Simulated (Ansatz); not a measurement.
TaN:

```
Ta N
1.0
     0.00000    2.21132    2.21132
     2.21132    0.00000    2.21132
     2.21132    2.21132    0.00000
Ta N
1 1
Direct
  0.50000 0.50000 0.50000
  0.00000 0.00000 0.00000
```

The cell comes from a database or a generator and needn't be the stable form of this composition.

* Program: Ansatz 0.2.0
* Task: relaxation of cell and atoms
* Functional: PBEsol
* Dispersion: D3(BJ)
* Potentials or basis: all-electron LAPW, scalar-relativistic
* Basis error allowed: 0.001 eV/atom
* k mesh: 10 × 10 × 10
* Occupations: fermi-dirac, width 0.05 eV
* Spin: no spin polarisation

At the start: volume 10.81 Å³/atom.

Question: How do energy, volume and symmetry change on relaxing?

Answer: Over 5 steps the energy falls by 31.9 meV/atom and the volume is 10.26 Å³/atom (-5.1 %); space group Fm-3m (No. 225, to 0.05 Å).

Step by step:
```tsv
step	energy change (eV)	largest force (eV/Å)	volume (Å³)
1	0.0000	0.0000	21.63
2	-0.0493	0.0000	20.02
3	-0.0636	0.0000	20.56
4	-0.0637	0.0000	20.52
5	-0.0637	0.0000	20.52
```

Final structure:
```cif
data_structure
_symmetry_space_group_name_H-M 'P 1'
_symmetry_Int_Tables_number 1
_cell_length_a 3.0728
_cell_length_b 3.0728
_cell_length_c 3.0728
_cell_angle_alpha 60.000
_cell_angle_beta 60.000
_cell_angle_gamma 60.000
_cell_volume 20.52
loop_
_atom_site_label
_atom_site_type_symbol
_atom_site_fract_x
_atom_site_fract_y
_atom_site_fract_z
_atom_site_occupancy
Ta1 Ta 0.50000 0.50000 0.50000 1
N1 N 0.00000 0.00000 0.00000 1
```
